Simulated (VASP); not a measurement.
# MgO (P6_3mc) in VASP: further runs, part 2 of 3

VASP 6.6.1. The steps go on from the part before.

## Step 3: Single point, PBEsol

This run uses another cell than the first one, of the same volume but with other edges.

Contents of INCAR:

```
PREC = Accurate ; ENCUT = 520
EDIFF = 1E-7 ; ISMEAR = 0
SIGMA = 0.05 ; LREAL = F
LASPH = T ; NELM = 80
ALGO = Normal ; ISIF = 2
LWAVE = F ; LCHARG = F
GGA = PS ; NBANDS = 16
```

Contents of KPOINTS:

```
regular mesh
0
Gamma
  9 9 6
```

Contents of POSCAR:

```
MgO
1.0
    3.4919221997      0.0000000000      0.0000000000
   -1.7459610999      3.0240933330      0.0000000000
    0.0000000000      0.0000000000      4.4712249954
Mg O
2 2
Direct
    0.3333333333      0.6666666667      0.0021597400
    0.6666666667      0.3333333333      0.5021597400
    0.3333333333      0.6666666667      0.4024402600
    0.6666666667      0.3333333333      0.9024402600
```

Potentials or basis: VASP PAW PBE potentials, release 64 (Mg, O).

The run is started by

```sh
> cat potpaw_PBE.64/Mg/POTCAR potpaw_PBE.64/O/POTCAR > POTCAR
> mpirun -np 1 vasp_std > vasp.out
```

OUTCAR:

```text
PREC = Accurate
   ENCUT = 520
   EDIFF = 1E-7
   ISMEAR = 0
   LREAL = F
   LASPH = T
   NELM = 80
   ISIF = 2
   GGA = PS

 ion  position               nearest neighbor table
   1  0.333  0.667  0.002-   3 1.79   4 2.06   4 2.06   4 2.06   3 2.68   2 3.01   2 3.01   2 3.01
                             2 3.01   2 3.01   2 3.01
   2  0.667  0.333  0.502-   4 1.79   3 2.06   3 2.06   3 2.06   4 2.68   1 3.01   1 3.01   1 3.01
                             1 3.01   1 3.01   1 3.01
   3  0.333  0.667  0.402-   1 1.79   2 2.06   2 2.06   2 2.06   1 2.68
   4  0.667  0.333  0.902-   2 1.79   1 2.06   1 2.06   1 2.06   2 2.68

  LATTYP: Found a hexagonal cell.
 ALAT       =     3.4919221997
 C/A-ratio  =     1.2804480569

  Lattice vectors:

 A1 = (   3.4919221997,   0.0000000000,   0.0000000000)
 A2 = (  -1.7459610999,   3.0240933330,   0.0000000000)
 A3 = (   0.0000000000,   0.0000000000,   4.4712249954)

Analysis of symmetry for initial positions (statically):
=====================================================================
 Subroutine PRICEL returns:
 Original cell was already a primitive cell.

 Routine SETGRP: Setting up the symmetry group for a
 hexagonal supercell.

 Subroutine GETGRP returns: Found 12 space group operations
 (whereof  6 operations were pure point group operations)
 out of a pool of 24 trial point group operations.

The static configuration has the point symmetry C_3v.
 The point group associated with its full space group is C_6v.

Analysis of symmetry for dynamics (positions and initial velocities):
=====================================================================
 Subroutine PRICEL returns:
 Original cell was already a primitive cell.

 Routine SETGRP: Setting up the symmetry group for a
 hexagonal supercell.

 Subroutine GETGRP returns: Found 12 space group operations
 (whereof  6 operations were pure point group operations)
 out of a pool of 24 trial point group operations.

The dynamic configuration has the point symmetry C_3v.
 The point group associated with its full space group is C_6v.

 Subroutine INISYM returns: Found 12 space group operations
 (whereof  6 operations are pure point group operations),
 and found     1 'primitive' translations

----------------------------------------------------------------------------------------

                                     Primitive cell

  volume of cell :      47.2157

  direct lattice vectors                    reciprocal lattice vectors
     3.491922200  0.000000000  0.000000000     0.286375223  0.165338812  0.000000000
    -1.745961100  3.024093333  0.000000000     0.000000000  0.330677625  0.000000000
     0.000000000  0.000000000  4.471224995     0.000000000  0.000000000  0.223652355

  length of vectors
     3.491922200  3.491922200  4.471224995     0.330677625  0.330677625  0.223652355

  position of ions in fractional coordinates (direct lattice)
     0.333333333  0.666666667  0.002159740
     0.666666667  0.333333333  0.502159740
     0.333333333  0.666666667  0.402440260
     0.666666667  0.333333333  0.902440260

  ion indices of the primitive-cell ions
   primitive index   ion index
                 1           1
                 2           2
                 3           3
                 4           4

[... 20 lines left out ...]

 Subroutine IBZKPT returns following result:
 ===========================================

 Found     48 irreducible k-points:

 Following reciprocal coordinates:
            Coordinates               Weight
  0.000000  0.000000  0.000000      1.000000
  0.111111  0.000000  0.000000      6.000000
  0.222222  0.000000  0.000000      6.000000
  0.333333  0.000000  0.000000      6.000000
  0.444444  0.000000  0.000000      6.000000
  0.111111  0.111111  0.000000      6.000000
[... 16 lines left out ...]
  0.333333  0.222222  0.166667     24.000000
  0.333333  0.333333  0.166667      4.000000
 [... further k-points ...]
   k-points           NKPTS =     48   k-points in BZ     NKDIM =     48   number of bands    NBANDS=     16
   number of dos      NEDOS =    301   number of ions     NIONS =      4
   total plane-waves  NPLWV =  28224
   dimension x,y,z NGX =    28 NGY =   28 NGZ =   36
   dimension x,y,z NGXF=    56 NGYF=   56 NGZF=   72
   ions per type =               2   2
   NGX,Y,Z   is equivalent  to a cutoff of  13.33, 13.33, 13.39 a.u.
   NGXF,Y,Z  is equivalent  to a cutoff of  26.66, 26.66, 26.77 a.u.
 SYSTEM =  unknown system
   PREC   = accura    normal or accurate (medium, high low for compatibility)
   ISTART =      0    job   : 0-new  1-cont  2-samecut
   ICHARG =      2    charge: 1-file 2-atom 10-const
   ISPIN  =      1    spin polarized calculation?
   LNONCOLLINEAR =      F non collinear calculations
   LSORBIT =      F    spin-orbit coupling
   LASPH  =      T    aspherical Exc in radial PAW
   ENCUT  =  520.0 eV  38.22 Ry    6.18 a.u.   6.49  6.49  8.31*2*pi/ulx,y,z
   NELM   =     80;   NELMIN=  2; NELMDL= -5     # of ELM steps
   EDIFF  = 0.1E-06   stopping-criterion for ELM
   LREAL  =      F    real-space projection
   EDIFFG = 0.1E-05   stopping-criterion for IOM
   NSW    =      0    number of steps for IOM
   IBRION =     -1    ionic relax: 0-MD 1-quasi-New 2-CG
   NFREE  =      0    steps in history (QN), initial steepest desc. (CG)
   ISIF   =      2    stress and relaxation
   ISYM   =      2    0-nonsym 1-usesym 2-fastsym
   POTIM  = 0.5000    time-step for ionic-motion
   TEBEG  =    0.0;   TEEND  =   0.0 temperature during run
   PSTRESS=    0.0 pullay stress
   NELECT =      16.0000    total number of electrons
   NUPDOWN=      -1.0000    fix difference up-down
   EMIN   =  10.00;   EMAX   =-10.00  energy-range for DOS
   EFERMI =   0.00;   METHOD = LEGACY
   ISMEAR =     0;   SIGMA  =   0.05  broadening in eV -4-tet -1-fermi 0-gaus
   EFERMI_NEDOS =   21; number of points for ismear=-14 and -15
   IALGO  =     38    algorithm
   IMIX   =      4    mixing-type and parameters
     AMIX     =   0.40;   BMIX     =  1.00
     AMIX_MAG =   1.60;   BMIX_MAG =  1.00
  volume/ion in A,a.u.               =      11.80        79.66
  Fermi-wavevector in a.u.,A,eV,Ry     =   1.141351  2.156842 17.724080  1.302683
  Thomas-Fermi vector in A             =   2.278052
   LORBIT       =      0    0 simple, 1 ext, 2 COOP (PROOUT), +10 PAW based schemes
   GGA     = PS    functional components
   LHFCALC =     F    Hartree Fock is set to
   AEXX    =    0.0000 exact exchange contribution
   IVDW    =     0    specifies the selected vdW correction
   LEPSILON=     F    determine dielectric tensor
   LRPA    =     F    only Hartree local field effects (RPA)
 non-spin polarized calculation
 Gauss-broadening in eV      SIGMA  =   0.05
  energy-cutoff  :      520.00
  volume of cell :       47.22
 maximum number of plane-waves:      1294
 NGX is ok and might be reduce to    28

 number of electron      15.9999996 magnetization

 Free energy of the ion-electron system (eV)
  ---------------------------------------------------
  ext. energy  EPLUGINS =         0.00000000
  ---------------------------------------------------
  free energy    TOTEN  =       -23.99471757 eV

  energy without entropy =      -23.99471757  energy(sigma->0) =      -23.99471757

 E-fermi :   1.4368     XC(G=0):  -9.9581

 val. band max:        1.1564503726   @ k =   0.0000   0.0000   0.0000
 cond. band min:       4.3353518421   @ k =   0.0000   0.0000   0.0000
 fundamental gap:      3.1789014695
 Fermi energy:         1.4368203771

 k-point     1 :       0.0000    0.0000    0.0000
  band No.  band energies     occupation
      1     -15.1920      2.00000
      2     -14.0948      2.00000
      3      -1.9796      2.00000
      4      -0.0626      2.00000
      5      -0.0626      2.00000
      6       0.5897      2.00000
[... 433 lines left out ...]
      3      -1.8319      2.00000
      4      -1.2849      2.00000
      5      -1.2849      2.00000
      6       0.0175      2.00000
[... 8 lines left out ...]
     15      14.8108      0.00000
     16      17.4062      0.00000

 [... further k-points ...]
[... 5 lines left out ...]
  --------------------------------------------------------------------------------------
  -------------------------------------------------------------------------------------
  Total       -2.6454662     -2.6454662      8.2813656      0.0000000      0.0000000     -0.0000000
  in kB      -89.7690275    -89.7690275    281.0129065      0.0000000      0.0000000     -0.0000000
  external PRESSURE =      33.8249505 kB  Pullay stress =       0.0000000 kB

 VOLUME and BASIS-vectors are now :
 -----------------------------------------------------------------------------
  energy-cutoff  :      520.00
  volume of cell :       47.22
      direct lattice vectors                 reciprocal lattice vectors
     3.491922200  0.000000000  0.000000000     0.286375223  0.165338812  0.000000000
    -1.745961100  3.024093333  0.000000000     0.000000000  0.330677625  0.000000000
     0.000000000  0.000000000  4.471224995     0.000000000  0.000000000  0.223652355

 POSITION                                       TOTAL-FORCE (eV/Angst)
 -----------------------------------------------------------------------------------
     -0.00000      2.01606      0.00966        -0.000000      0.000000     -2.753753
      1.74596      1.00803      2.24527        -0.000000     -0.000000     -2.753753
     -0.00000      2.01606      1.79940         0.000000     -0.000000      2.753753
      1.74596      1.00803      4.03501        -0.000000      0.000000      2.753753
 -----------------------------------------------------------------------------------
    total drift:                               -0.000000      0.000000     -0.000699

  FREE ENERGIE OF THE ION-ELECTRON SYSTEM (eV)
  ---------------------------------------------------
  free  energy   TOTEN  =       -23.9947175651 eV

  energy  without entropy=      -23.9947175651  energy(sigma->0) =      -23.99471757
```

It took 70 s on 1 thread of AMD EPYC 7R43 (Zen 3), shared host; peak memory 0.14 GiB.

Results:

- Free energy: -23.9947 eV
- Pressure: 3.4 GPa
- Largest force: 2.754 eV/Å
- Band gap on the k mesh: 3.18 eV, direct

Forces on the atoms (eV/Å):
```
Mg   0.000  0.000 -2.754
Mg   0.000  0.000 -2.754
O    0.000  0.000  2.754
O    0.000  0.000  2.754
```

Levels at points of the mesh, in eV from the valence-band top:
```
           k point  band 6  band 7  band 8  band 9  band 10  band 11
(0.00, 0.00, 0.00)   -0.57   -0.57    0.00    3.18     8.32    11.10
(0.00, 0.00, 0.50)   -0.90   -0.90   -0.90    5.84     5.84    12.99
```

Caveat: the PAW data sets were made with another functional, which shifts forces and pressure a little; an odd mesh through Γ misses points on the zone boundary, where band edges often lie.

## Step 4: Single point, PBEsol

This run uses another cell than the first one, of the same volume but with other edges.

Contents of INCAR:

```
PREC = Accurate
ENCUT = 520
EDIFF = 1E-6
ISMEAR = 0
SIGMA = 0.05
LREAL = False
LASPH = True
NELM = 60
ALGO = Fast
ISIF = 2
LWAVE = False
LCHARG = False
GGA = PS
NBANDS = 16
```

KPOINTS is that of step 3.

Contents of POSCAR:

```
MgO
1.0
    3.3531047684      0.0000000000      0.0000000000
   -1.6765523842      2.9038739109      0.0000000000
    0.0000000000      0.0000000000      4.8491028539
Mg O
2 2
Direct
    0.3333333333      0.6666666667      0.0021597400
    0.6666666667      0.3333333333      0.5021597400
    0.3333333333      0.6666666667      0.4024402600
    0.6666666667      0.3333333333      0.9024402600
```

Potentials or basis: VASP PAW PBE potentials, release 64 (Mg, O).

The run is started by

```sh
> cat potpaw_PBE.64/Mg/POTCAR potpaw_PBE.64/O/POTCAR > POTCAR
> mpirun -np 1 vasp_std > vasp.out
```

OUTCAR:

```text
PREC = Accurate
   ENCUT = 520
   EDIFF = 1E-6
   ISMEAR = 0
   LREAL = False
   LASPH = True
   NELM = 60
   ISIF = 2
   GGA = PS

 ion  position               nearest neighbor table
   1  0.333  0.667  0.002-   3 1.94   4 2.00   4 2.00   4 2.00   2 3.10   2 3.10   2 3.10   2 3.10
                             2 3.10   2 3.10
   2  0.667  0.333  0.502-   4 1.94   3 2.00   3 2.00   3 2.00   1 3.10   1 3.10   1 3.10   1 3.10
                             1 3.10   1 3.10
   3  0.333  0.667  0.402-   1 1.94   2 2.00   2 2.00   2 2.00
   4  0.667  0.333  0.902-   2 1.94   1 2.00   1 2.00   1 2.00

  LATTYP: Found a hexagonal cell.
 ALAT       =     3.3531047684
 C/A-ratio  =     1.4461530995

  Lattice vectors:

 A1 = (   3.3531047684,   0.0000000000,   0.0000000000)
 A2 = (  -1.6765523842,   2.9038739109,   0.0000000000)
 A3 = (   0.0000000000,   0.0000000000,   4.8491028539)

Analysis of symmetry for initial positions (statically):
=====================================================================
 Subroutine PRICEL returns:
 Original cell was already a primitive cell.

 Routine SETGRP: Setting up the symmetry group for a
 hexagonal supercell.

[... 171 lines left out ...]
  free energy    TOTEN  =       -24.51757906 eV

  energy without entropy =      -24.51757906  energy(sigma->0) =      -24.51757906

 E-fermi :   1.3496     XC(G=0):  -9.9787

 val. band max:        1.0888392035   @ k =   0.0000   0.0000   0.0000
 cond. band min:       4.3735808396   @ k =   0.0000   0.0000   0.0000
 fundamental gap:      3.2847416361
 Fermi energy:         1.3496407646

 k-point     1 :       0.0000    0.0000    0.0000
  band No.  band energies     occupation
      1     -15.1657      2.00000
      2     -14.2646      2.00000
      3      -2.2332      2.00000
      4       0.1669      2.00000
      5       0.1669      2.00000
      6       0.5795      2.00000
[... 433 lines left out ...]
      3      -1.7413      2.00000
      4      -1.2301      2.00000
      5      -1.2301      2.00000
      6      -0.3040      2.00000
[... 8 lines left out ...]
     15      14.3949      0.00000
     16      17.9712      0.00000

 [... further k-points ...]
[... 5 lines left out ...]
  --------------------------------------------------------------------------------------
  -------------------------------------------------------------------------------------
  Total       -0.8285844     -0.8285844      1.5758887      0.0000000     -0.0000000      0.0000000
  in kB      -28.1164856    -28.1164856     53.4748853      0.0000000     -0.0000000      0.0000000
  external PRESSURE =      -0.9193620 kB  Pullay stress =       0.0000000 kB

 VOLUME and BASIS-vectors are now :
 -----------------------------------------------------------------------------
  energy-cutoff  :      520.00
  volume of cell :       47.22
      direct lattice vectors                 reciprocal lattice vectors
     3.353104768  0.000000000  0.000000000     0.298231063  0.172183785  0.000000000
    -1.676552384  2.903873911  0.000000000     0.000000000  0.344367569  0.000000000
     0.000000000  0.000000000  4.849102854     0.000000000  0.000000000  0.206223714

 POSITION                                       TOTAL-FORCE (eV/Angst)
 -----------------------------------------------------------------------------------
     -0.00000      1.93592      0.01047         0.000000     -0.000000     -0.465830
      1.67655      0.96796      2.43502        -0.000000      0.000000     -0.465830
     -0.00000      1.93592      1.95147         0.000000     -0.000000      0.465830
      1.67655      0.96796      4.37603         0.000000      0.000000      0.465830
 -----------------------------------------------------------------------------------
    total drift:                               -0.000000      0.000000      0.000092

  FREE ENERGIE OF THE ION-ELECTRON SYSTEM (eV)
  ---------------------------------------------------
  free  energy   TOTEN  =       -24.5175790638 eV

  energy  without entropy=      -24.5175790638  energy(sigma->0) =      -24.51757906
```

OSZICAR:

```text
N       E                     dE             d eps       ncg     rms          rms(c)
DAV:   1     0.610426588275E+02    0.61043E+02   -0.74306E+03  1536   0.878E+02
DAV:   2    -0.241549240100E+02   -0.85198E+02   -0.78319E+02  2160   0.197E+02
DAV:   3    -0.283639282710E+02   -0.42090E+01   -0.41982E+01  1704   0.449E+01
DAV:   4    -0.283819417661E+02   -0.18013E-01   -0.18013E-01  1888   0.345E+00
DAV:   5    -0.283820311582E+02   -0.89392E-04   -0.89392E-04  1744   0.231E-01    0.109E+01
RMM:   6    -0.246080700569E+02    0.37740E+01   -0.95182E+00  1555   0.182E+01    0.356E+00
RMM:   7    -0.245504983483E+02    0.57572E-01   -0.21259E-01  1750   0.300E+00    0.225E+00
RMM:   8    -0.245296094113E+02    0.20889E-01   -0.14837E-01  1563   0.368E+00    0.749E-01
RMM:   9    -0.245197909090E+02    0.98185E-02   -0.66867E-03  1901   0.603E-01    0.436E-01
RMM:  10    -0.245182429430E+02    0.15480E-02   -0.24298E-02  1846   0.948E-01    0.171E-01
RMM:  11    -0.245177440125E+02    0.49893E-03   -0.66269E-04  1668   0.175E-01    0.102E-01
RMM:  12    -0.245175856557E+02    0.15836E-03   -0.34138E-04  1766   0.122E-01    0.254E-02
RMM:  13    -0.245175782186E+02    0.74371E-05   -0.40518E-05  1856   0.413E-02    0.384E-03
RMM:  14    -0.245175790638E+02   -0.84519E-06   -0.70772E-06  1704   0.174E-02
   1 F= -.24517579E+02 E0= -.24517579E+02  d E =-.887055E-16
```

stdout:

```text
POSCAR found type information on POSCAR MgO
 POSCAR found :  2 types and       4 ions
 scaLAPACK will be used
 -----------------------------------------------------------------------------
|                                                                             |
|                                                                             |
|     You enforced a specific xc type in the INCAR file but a different       |
|     I HOPE YOU KNOW WHAT YOU ARE DOING!                                     |
|                                                                             |
 -----------------------------------------------------------------------------

 LDA part: xc-table for (Slater+PW92), standard interpolation
 POSCAR, INCAR and KPOINTS ok, starting setup
 FFT: planning ... GRIDC
 FFT: planning ... GRID_SOFT
 FFT: planning ... GRID
 WAVECAR not read
 entering main loop
```

Wall time 94 s (1 thread of AMD EPYC 7R43 (Zen 3), shared host); peak memory 0.14 GiB.

Results:

```yaml
Free_energy: -24.5176 eV
Pressure: -0.1 GPa
Largest_force: 0.466 eV/Å
Band_gap_on_the_k_mesh: 3.28 eV, direct
```

Forces in eV/Å, atoms in the order of the input:
```
Mg   0.000  0.000 -0.466
Mg   0.000  0.000 -0.466
O    0.000  0.000  0.466
O    0.000  0.000  0.466
```

Levels at points of the mesh, in eV from the valence-band top:
```
           k point  band 6  band 7  band 8  band 9  band 10  band 11
(0.00, 0.00, 0.00)   -0.51   -0.51    0.00    3.28     8.31    10.41
(0.00, 0.00, 0.50)   -0.72   -0.72   -0.72    5.84     5.84    13.33
```

Caveat: the PAW data sets were made with another functional, which shifts forces and pressure a little; an odd mesh through Γ misses points on the zone boundary, where band edges often lie. A hybrid or GW would open this gap; PBEsol tends to underestimate it.

[end of part 2 of 3]
